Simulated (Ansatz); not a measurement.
# Si3N4: checks on the settings of a gradient run

More tests of how the quadrupolar parameters of Si3N4 respond to changes of cell, atoms or settings. The cell is a COD entry. Its positions were relaxed in an earlier run. Planned: a check of grid; a check of grid with kind.

Computed with Ansatz 0.2.0 (DFT, PBE, plane-wave PAW, default files, scalar-relativistic, as far as a step names no other, unless a step's input says otherwise).

## 1. The starting structure

It takes space group I-43d (No. 220, cubic). Conventional cell: a = 6.475 Å, b = 6.475 Å, c = 6.475 Å, α = 90.00°, β = 90.00°, γ = 90.00°. Si (site symmetry -4) is surrounded by 4 N at 1.75 Å. Around N (site symmetry 3) lie 3 Si at 1.75 Å.

Structure file:

```
CELL_PARAMETERS angstrom
-3.23735 3.23735 3.23735
3.23735 -3.23735 3.23735
3.23735 3.23735 -3.23735
ATOMIC_POSITIONS crystal
Si 0.25000 0.12500 0.87500
Si 0.87500 0.25000 0.12500
Si 0.75000 0.37500 0.62500
Si 0.62500 0.75000 0.37500
Si 0.12500 0.87500 0.25000
Si 0.37500 0.62500 0.75000
N 0.56280 0.56280 0.56280
N 0.43720 0.50000 0.00000
N 0.50000 0.00000 0.93720
N 0.00000 0.43720 0.50000
N 0.93720 0.50000 0.00000
N 0.06280 0.06280 0.06280
N 0.00000 0.93720 0.50000
N 0.50000 0.00000 0.43720
```

The earlier run gave: gap on the mesh 4.07 eV, largest force 0.021 eV/Å, pressure 1.9 GPa.

Like atoms gathered into sites:

| site | atoms | first shell | V_zz (10²¹ V/m²) | η | C_Q (MHz) |
| --- | --- | --- | --- | --- | --- |
| Si | 1, 2, 3, 4, … | 4 N at 1.75 Å | -0.10 | 0.00 | – |
| N | 7, 8, 9, 10, … | 3 Si at 1.75 Å | -5.77 | 0.00 | -2.85 (¹⁴N) |

Conventions: |V_zz| ≥ |V_yy| ≥ |V_xx|, η = (V_xx − V_yy)/V_zz, C_Q = eQV_zz/h. Q values from Pyykkö, Mol. Phys. 116, 1328 (2018). A dash under C_Q marks elements without a common quadrupolar isotope.

## 2. Trying other settings (kpoints.mp_grid.grid = [9, 9, 9])

Contents of input.yaml:

```yaml
crystal:
  lattice:
    - [-3.23735, 3.23735, 3.23735]
    - [3.23735, -3.23735, 3.23735]
    - [3.23735, 3.23735, -3.23735]
  atoms:
    - { symbol: Si, position: [0.25, 0.125, 0.875] }
    - { symbol: Si, position: [0.875, 0.25, 0.125] }
    - { symbol: Si, position: [0.75, 0.375, 0.625] }
    - { symbol: Si, position: [0.625, 0.75, 0.375] }
    - { symbol: Si, position: [0.125, 0.875, 0.25] }
    - { symbol: Si, position: [0.375, 0.625, 0.75] }
    - { symbol: "N", position: [0.5628, 0.5628, 0.5628] }
    - { symbol: "N", position: [0.4372, 0.5, 0.0] }
    - { symbol: "N", position: [0.5, 0.0, 0.9372] }
    - { symbol: "N", position: [0.0, 0.4372, 0.5] }
    - { symbol: "N", position: [0.9372, 0.5, 0.0] }
    - { symbol: "N", position: [0.0628, 0.0628, 0.0628] }
    - { symbol: "N", position: [0.0, 0.9372, 0.5] }
    - { symbol: "N", position: [0.5, 0.0, 0.4372] }
kpoints:
  mp_grid: { grid: [9, 9, 9] }
scf:
  occupations: { method: fermi_dirac, width: 0.02 }
hamiltonian:
  xc: pbe
  pseudopotentials: { kind: paw }
output:
  forces: true
  stress: true
  populations: true
  efg:
    quadrupole_moments_barn: { "N": 0.02044 }
    contact_densities: true
  write_density: true
  write_potential: true
  elf: true
  volumetric_format: npy
```

Started as:

```console
$ ansatz run input.yaml --threads 1 --pin off --max-ram 3072MiB --backend cpu --events-out ev --progress --plain --runs-dir out
```

Output:

```text
Warning: RAYON_NUM_THREADS=1 ignored (pool sized by the plan → 1); use --threads N
Engine: ansatz 0.2.0, x86_64-unknown-linux-gnu
Pseudopotentials: kind: paw
Pseudopotential: Si, paw, valence charge 4, recommended cutoff 420 eV (normal), Si.paw.azcp
Pseudopotential: N, paw, valence charge 5, recommended cutoff 420 eV (normal), N.paw.azcp
Functional definition: PBE
  parameter kappa = 0.804
  parameter beta = 0.06672455060314922
  exchange = pbe_x(kappa = kappa, mu = beta*pi^2/3)
  correlation = pbe_c(beta = beta)
Crystal: 14 atoms, lattice volume = 135.715 Å³
Basis set: ecut = 420 eV, 2659 PW (Γ), exchange–correlation on 80×80×80 points (8 copies of the dense FFT grid, shifted against one another)
Bands: 46, of which v1, the nominal top of the filled ones, is band 32 counted from 1 (31 counted from 0)
Symmetry: 24 space group operations
Space group: I-43d (ITA 220), of the structure as read, at distance tolerance 5.1e-5 Å
k-points: 35 of 729 (time reversal used)
Non-local potential: Si, projectors of the file, l = 0: 2, l = 1: 2, l = 2: 2
Non-local potential: N, projectors of the file, l = 0: 2, l = 1: 2, l = 2: 1
PAW form: soft (Blöchl's): semilocal exchange-correlation on the pseudo side does not see the compensation charge
PAW one-centre angular grid: Si, 110 points (default); XC on 64 Gauss nodes
PAW one-centre angular grid: N, 110 points (default); XC on 64 Gauss nodes
Initial density: superposition of atomic densities (neutral atoms: chi_scale 0, normalization atom), corrected by the library's trained network
Initial wavefunctions: pseudopotential atomic-orbital guess
Functional: x = pbe(κ = 0.804, μ = 0.2195149727645171), c = pbe(β = 0.06672455060314922)
SCF iter   1: F=—  HF=-6900.410683 eV  |F-HF|=—  |Δ(HF+E_count)|=         —  Δρ=2.42e-3  dr2=3.82e-3  ethr=1.77e-3  ⟨swp⟩=6.5  Hψ=7656  notcnv=0  defer=73
preconditioner: auto → Resta (q_TF=auto, 2.407 Å⁻¹)  ε∞=4.3  [insulator: Δε(μ)=4.078 eV  Ē_g=14.098 eV  σ=0.020 eV  W_gap=1.00  n_scr=42 (ndim 8)  ℏωp=25.5 eV  f_vac=0.000  D(μ)=0.00/eV (n_scr^D=0)  ε∞_Penn≈4.3]
SCF iter   2: F=—  HF=-6900.412677 eV  |F-HF|=—  |Δ(HF+E_count)|=   1.99e-3  Δρ=1.33e-3  dr2=9.13e-4  ethr=5.98e-6  ⟨swp⟩=2.1  Hψ=2941  notcnv=0  defer=224
SCF iter   3: F=—  HF=-6900.413169 eV  |F-HF|=—  |Δ(HF+E_count)|=   4.91e-4  Δρ=2.43e-4  dr2=4.01e-5  ethr=1.43e-6  ⟨swp⟩=2.6  Hψ=2535  notcnv=0  defer=224
SCF iter   4: F=—  HF=-6900.413238 eV  |F-HF|=—  |Δ(HF+E_count)|=   6.89e-5  Δρ=5.38e-5  dr2=1.50e-6  ethr=6.27e-8  ⟨swp⟩=2.0  Hψ=2425  notcnv=0  defer=224
SCF iter   5: F=—  HF=-6900.413239 eV  |F-HF|=—  |Δ(HF+E_count)|=   1.01e-6  Δρ=1.30e-5  dr2=1.47e-7  ethr=2.34e-9  ⟨swp⟩=2.1  Hψ=2461  notcnv=0  defer=224
SCF iter   6: F=-6900.413239 eV  HF=-6900.413239 eV  |F-HF|=3.83e-9  |Δ(HF+E_count)|=   2.28e-8  Δρ=2.34e-6  dr2=4.06e-9  ethr=1.56e-10  ⟨swp⟩=15.4  Hψ=10997  notcnv=0
SCF 1 converged in 6 iterations: F = -6900.413239 eV  dr2 = 4.06e-9
SCF converged after 6 iterations
Free energy (F): -6900.413239 eV
Harris-Foulkes:  -6900.413239 eV  (|F-HF|=3.83e-9)
Internal energy: -6900.413239 eV  (E = F + TS)
E sigma→0 (E₀):  -6900.413239 eV
Fermi energy:    11.398757 eV
--- Per-component energies (eV) ---
  E_band       = 139.054759
  E_kinetic    = 1349.074904
  E_local      = -1753.227757  (includes V_loc(G=0)·N_el)
  E_nonlocal   = 508.322454
  E_hartree    = 559.909673
  E_xc         = -826.440130
  E_vxc        = -911.600437  (∫ρ·V_xc dr)
  E_paw        = -4099.750646  (= ΣΔE_a)
  E_vpaw       = -173.334555  (= ΣTr[D̂ρ^β])
  E_aug_tail   = 0.000836  (compensation charges beyond the density's cutoff)
  E_ewald      = -2638.302572
  E_smearing   = -0.000000  (= −TS)
  E_closure    = 0.000000  (closes the sum)
  Σ components = -6900.413239   (vs F -6900.413239, Δ=0.00e0)
--- Forces (eV/Å), atoms counted from 1 ---
  atom   1  Si    -0.00000000     0.00000000    -0.00000000
  atom   2  Si     0.00000000    -0.00000000     0.00000000
  atom   3  Si    -0.00000000    -0.00000000    -0.00000000
  atom   4  Si     0.00000000     0.00000000    -0.00000000
  atom   5  Si     0.00000000     0.00000000    -0.00000000
  atom   6  Si     0.00000000     0.00000000     0.00000000
  atom   7  N     -0.01204752    -0.01204752    -0.01204752
  atom   8  N     -0.01204752     0.01204752     0.01204752
  atom   9  N      0.01204752     0.01204752    -0.01204752
  atom  10  N      0.01204752    -0.01204752     0.01204752
  atom  11  N     -0.01204752     0.01204752     0.01204752
  atom  12  N     -0.01204752    -0.01204752    -0.01204752
  atom  13  N      0.01204752    -0.01204752     0.01204752
  atom  14  N      0.01204752     0.01204752    -0.01204752
  max |Σ_I F_I| component: 1.35e-16 eV/Å
--- Stress (GPa, compression-positive) ---
        1.939730      -0.000000       0.000000
       -0.000000       1.939730       0.000000
        0.000000       0.000000       1.939730
  P = ⅓ Tr σ = 1.9397 GPa (19.397 kbar)
--- PAW observables at the nuclei: V_zz in 10²¹ V/m², potentials from the cell's mean, atoms counted from 1 ---
  atom   1  Si V_zz =    -0.103398   η = 0.0000   by run symmetry: allowed
            electrostatic potential = -1360.897604 V   contact ρ = 12804.352209 e/Å³
  atom   2  Si V_zz =    -0.103398   η = 0.0000   by run symmetry: allowed
            electrostatic potential = -1360.897604 V   contact ρ = 12804.352209 e/Å³
  atom   3  Si V_zz =    -0.103398   η = 0.0000   by run symmetry: allowed
            electrostatic potential = -1360.897604 V   contact ρ = 12804.352209 e/Å³
  atom   4  Si V_zz =    -0.103398   η = 0.0000   by run symmetry: allowed
            electrostatic potential = -1360.897604 V   contact ρ = 12804.352209 e/Å³
  atom   5  Si V_zz =    -0.103398   η = 0.0000   by run symmetry: allowed
            electrostatic potential = -1360.897604 V   contact ρ = 12804.352209 e/Å³
  atom   6  Si V_zz =    -0.103398   η = 0.0000   by run symmetry: allowed
            electrostatic potential = -1360.897604 V   contact ρ = 12804.352209 e/Å³
  atom   7  N  V_zz =    -5.768231   η = 0.0000   by run symmetry: allowed   C_q = -2.8509 MHz
            electrostatic potential = -517.271178 V   contact ρ = 1411.839045 e/Å³
  atom   8  N  V_zz =    -5.768231   η = 0.0000   by run symmetry: allowed   C_q = -2.8509 MHz
            electrostatic potential = -517.271178 V   contact ρ = 1411.839045 e/Å³
  atom   9  N  V_zz =    -5.768231   η = 0.0000   by run symmetry: allowed   C_q = -2.8509 MHz
            electrostatic potential = -517.271178 V   contact ρ = 1411.839045 e/Å³
  atom  10  N  V_zz =    -5.768231   η = 0.0000   by run symmetry: allowed   C_q = -2.8509 MHz
            electrostatic potential = -517.271178 V   contact ρ = 1411.839045 e/Å³
  atom  11  N  V_zz =    -5.768231   η = 0.0000   by run symmetry: allowed   C_q = -2.8509 MHz
            electrostatic potential = -517.271178 V   contact ρ = 1411.839045 e/Å³
  atom  12  N  V_zz =    -5.768231   η = 0.0000   by run symmetry: allowed   C_q = -2.8509 MHz
            electrostatic potential = -517.271178 V   contact ρ = 1411.839045 e/Å³
  atom  13  N  V_zz =    -5.768231   η = 0.0000   by run symmetry: allowed   C_q = -2.8509 MHz
            electrostatic potential = -517.271178 V   contact ρ = 1411.839045 e/Å³
  atom  14  N  V_zz =    -5.768231   η = 0.0000   by run symmetry: allowed   C_q = -2.8509 MHz
            electrostatic potential = -517.271178 V   contact ρ = 1411.839045 e/Å³
--- Band table (eV; the first three rows and the last of 35) ---
  k-point 0: bands = ["-8.8456", "-5.9716", "-5.9716", "-5.9716", "-5.4566", "-5.4566", "-5.4566", "-4.7974", "-0.4448", "-0.4448", "0.6650", "0.6650", "0.6650", "3.6971", "3.6971", "3.6971", "4.0990", "5.2915", "5.2915", "5.3475", "5.3475", "5.3475", "6.4386", "6.4386", "6.4386", "7.4071", "7.4071", "7.4071", "9.1737", "9.1737", "9.1737", "9.2698", "13.9743", "13.9743", "14.0008", "14.0036", "14.0036", "14.0036", "15.2335", "15.2335", "15.2335", "17.0921", "17.0921", "17.0921", "17.9277", "17.9277"]
  k-point 1: bands = ["-8.7850", "-6.0765", "-6.0141", "-6.0033", "-5.5004", "-5.4594", "-5.4283", "-4.7917", "-0.3495", "-0.3053", "0.7269", "0.7580", "0.7895", "3.5020", "3.5934", "3.7342", "4.3194", "5.1551", "5.1576", "5.2754", "5.3240", "5.4205", "6.2515", "6.3753", "6.4093", "7.3770", "7.4179", "7.4193", "9.0019", "9.1238", "9.1889", "9.2195", "13.5699", "13.7163", "14.1020", "14.2223", "14.3069", "14.5199", "15.4150", "15.4764", "15.5140", "17.1100", "17.1291", "17.1586", "18.0497", "18.0766"]
  k-point 2: bands = ["-8.6049", "-6.4249", "-6.0975", "-6.0777", "-5.5425", "-5.4729", "-5.3473", "-4.7998", "-0.0814", "0.0017", "0.8991", "0.9939", "1.1884", "3.1124", "3.5390", "3.8132", "4.5454", "4.6870", "4.9070", "5.1092", "5.3330", "5.5333", "5.7995", "6.2049", "6.3573", "7.2793", "7.3672", "7.5012", "8.5678", "8.8595", "9.2298", "9.2411", "13.4949", "13.6645", "14.3654", "14.7275", "14.7282", "15.0138", "15.8619", "15.8992", "16.0875", "17.1329", "17.3107", "17.4835", "18.0729", "18.5216"]
  k-point 34: bands = ["-7.0630", "-6.6744", "-6.6392", "-6.6392", "-6.5962", "-6.2448", "-4.9397", "-4.9397", "1.6656", "1.8930", "2.1808", "2.1808", "2.3285", "2.7186", "3.5302", "3.6762", "3.7774", "3.7774", "4.1070", "4.1807", "4.9402", "4.9402", "5.0686", "5.0686", "7.1371", "7.3597", "7.3597", "7.4476", "7.4766", "7.6859", "8.2350", "8.2350", "14.2906", "14.5935", "14.8336", "14.8336", "14.9576", "15.2778", "17.5527", "17.5727", "17.6774", "17.6774", "18.0091", "18.2424", "18.6850", "18.6850"]
--- Löwdin populations: 14 sites ---
  site symbol       q [e]
     0     Si      2.5888
     1     Si      2.5888
     2     Si      2.5888
     3     Si      2.5888
     4     Si      2.5888
     5     Si      2.5888
     6      N      5.9486
     7      N      5.9486
     8      N      5.9486
     9      N      5.9486
    10      N      5.9486
    11      N      5.9486
    12      N      5.9486
    13      N      5.9486
  spilling = 0.013717 (of n_electrons = 64.000000)
```

It took 17 s on 1 thread of Intel Xeon Platinum 8488C (Sapphire Rapids), shared host; peak memory 0.61 GiB.

The run ends with gap on the mesh 4.10 eV, largest force 0.021 eV/Å, pressure 1.9 GPa.

Against step 1 (V_zz in 10²¹ V/m²):

```csv
site,atoms,"V_zz, PBE relaxed","V_zz, new settings","η, PBE relaxed","η, new settings"
Si,"1, 2, 3, …",-0.10,-0.10,0.00,0.00
N,"7, 8, 9, …",-5.77,-5.77,0.00,0.00
```

The sizes of the gradients above 0.15 moved by less than 0.1 % at any site. The free energy stayed within 0.1 meV/atom.

Axes a, b and c in the maps are those of this run's conventional cell (a, b, c = 6.475, 6.475, 6.475 Å).

Density in a lattice plane of the grid's cell (edges 6.47 and 6.47 Å, at 0.000 of the third edge), which holds Si.

Ten even steps from '0' (0.05 e/Å³) to '9' (3.53 e/Å³):
```
453210012489962100000012
111000001246642100000000
000000000012221000000000
000000000000110000000000
000000000000000000000000
000000000000110000000000
000000000012221000000000
111000001246642100000000
453210012489962100000012
997421012479952000000025
998421001235421000000126
664210000011100000000124
221000000000000000000012
100000000000000000000001
000000000000000000000000
100000000000000000000001
221000000000000000000012
664210000011100000000124
998421001235421000000126
997421012479952000000025
```
Columns run along the first of these edges and rows up along the second, over one cell in 24 and 20 even steps from the bottom left corner. Atoms in the plane (fractional): Si at (0.88, 0.25), Si at (0.62, 0.75).

ELF in the same plane.

Values, 12 rows by 12 columns:
```
0.80 0.73 0.48 0.28 0.79 0.74 0.68 0.85 0.37 0.09 0.06 0.50
0.25 0.20 0.08 0.09 0.31 0.61 0.83 0.64 0.14 0.24 0.09 0.07
0.03 0.03 0.03 0.03 0.04 0.14 0.31 0.17 0.17 0.26 0.13 0.04
0.25 0.20 0.08 0.09 0.31 0.61 0.83 0.64 0.14 0.24 0.09 0.07
0.80 0.73 0.48 0.28 0.79 0.74 0.69 0.85 0.36 0.09 0.06 0.50
0.56 0.69 0.83 0.31 0.83 0.68 0.56 0.80 0.25 0.03 0.25 0.80
0.69 0.74 0.79 0.28 0.48 0.73 0.80 0.50 0.06 0.09 0.36 0.85
0.83 0.61 0.31 0.09 0.08 0.20 0.25 0.07 0.09 0.24 0.14 0.64
0.31 0.14 0.04 0.03 0.03 0.03 0.03 0.04 0.13 0.26 0.17 0.17
0.83 0.61 0.31 0.09 0.08 0.20 0.25 0.07 0.09 0.24 0.14 0.64
0.68 0.74 0.79 0.28 0.48 0.73 0.80 0.50 0.06 0.09 0.36 0.85
0.58 0.68 0.83 0.31 0.83 0.69 0.56 0.80 0.25 0.03 0.25 0.80
```
Columns run along the first of these edges and rows up along the second, over one cell in 12 and 12 even steps from the bottom left corner. Atoms in the plane (fractional): Si at (0.88, 0.25), Si at (0.62, 0.75).

Both are smooth fields of the valence electrons: close to the nuclei they are not physical.

Outside the cores ELF peaks at 0.90 on the N–Si line, 0.8 Å from N; 0.85 beside N, off the lines to its neighbours, 0.7 Å from N.

[end of part 1 of 2]
